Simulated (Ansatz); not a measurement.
# ZnO: where the heat goes in a short trajectory

The calculation used DFT PBEsol, scalar-relativistic, plane waves, PAW (Ansatz). Cutoff 420 eV, shifted (0.5, 0.5, 0.5 steps) 2×2×2 k-points, Fermi–Dirac smearing of 0.22 eV. The mesh is coarse. No spin polarisation.

16 atoms start on the lattice sites below (V = 218.3 Å³, 1.10 times the source cell's; static pressure -11.25 GPa, largest force component 0.05 eV/Å) with velocities drawn for 2600 K; Langevin thermostat aiming at the same temperature, at which the real crystal may have melted, fixed cell, 42 steps of 4 fs.

```
CELL_PARAMETERS angstrom
0.00000 5.69568 -3.36397
0.00000 -5.69568 -3.36397
-5.69568 0.00000 3.36397
ATOMIC_POSITIONS crystal
Zn 0.25000 0.06803 0.81803
Zn 0.75000 0.56803 0.81803
Zn 0.25000 0.43197 0.18197
Zn 0.75000 0.93197 0.18197
Zn 0.31803 0.00000 0.31803
Zn 0.81803 0.50000 0.31803
Zn 0.68197 0.00000 0.68197
Zn 0.18197 0.50000 0.68197
O 0.93275 0.75000 0.18275
O 0.43275 0.25000 0.18275
O 0.56725 0.75000 0.81725
O 0.06725 0.25000 0.81725
O 0.50000 0.81725 0.31725
O 0.00000 0.31725 0.31725
O 0.50000 0.18275 0.68275
O 0.00000 0.68275 0.68275
```

```csv
t (fs),T (K),kinetic energy (meV/atom),potential energy over the first frame (meV/atom),P with the kinetic part (GPa)
0.0,2438,315.1,0.0,-8.79
12.0,1012,130.8,114.2,-6.61
24.0,1452,187.6,123.4,-6.36
36.0,1487,192.2,163.0,-4.40
48.0,1683,217.6,144.2,-5.50
60.0,1550,200.4,191.1,-6.37
72.0,1682,217.4,212.7,-7.17
84.0,1600,206.9,236.5,-6.70
96.0,1516,195.9,297.9,-2.84
108.0,2437,315.0,206.0,-4.58
120.0,2461,318.2,227.3,-4.20
132.0,2240,289.5,239.6,-4.58
144.0,2246,290.4,290.5,-5.50
156.0,2354,304.3,272.0,-6.51
168.0,1830,236.6,293.4,-4.66
```

T counts 3N degrees of freedom. Means over every step of the second half, not only the rows shown: T = 2098 K, kinetic energy 271.2 meV/atom, potential energy 258.2 meV/atom, P = -4.89 GPa.

Task: Does the potential energy follow equipartition for harmonic vibrations?

Result: In a harmonic crystal each vibration holds as much potential as kinetic energy on average; T is counted on all 3N degrees of freedom here, and the thermostat also drives the centre of mass, which has no potential energy, so the share is (N − 1)/N of the kinetic energy, 254.3 meV/atom. The run has 258.2, a ratio of 1.02. That is near one, as for a crystal vibrating about its sites. The time step adds a little: a Verlet scheme lowers a mode's mean kinetic energy against its potential energy by the factor 1 − (ωΔt)²/4. So short a run gives a rough mean. T is still well under the temperature that the thermostat aims for. Electronic entropy is part of the potential energy at this smearing.

Task: Split the rise of pressure into the kinetic part and the rest. Can a thermal Grüneisen parameter be estimated?

Result: The program counts the kinetic part as N k_B T/V = 2.12 GPa. The pressure lies 6.37 GPa over the static one in all, so the forces add 4.24 GPa. For a harmonic mode with ω ∝ V^(−γ) and an amplitude that scales with the cell, the forces add (2γ − 2/3)U/V, which needs no equipartition; when U equals the kinetic energy K, this and the kinetic part 2K/(3V) sum to the Mie–Grüneisen γE_th/V. With U = N × 258.2 meV, γ = 1/3 + V ΔP_forces/(2U) = 1.03, for harmonic vibrations a mean over the modes weighted by their potential energy, for uniform scaling of the cell (in a layered or otherwise anisotropic crystal this differs from γ under hydrostatic pressure). Most solids fall between 1 and 3, and tetrahedral, framework and layered ones often lower; anharmonic motion and pressure swings in a cell of 16 atoms make this value uncertain by tenths or more.

Cost: 1 run of about 15 core-minutes (earlier runs that led there not counted), on Arm Neoverse N1 (shared hosts).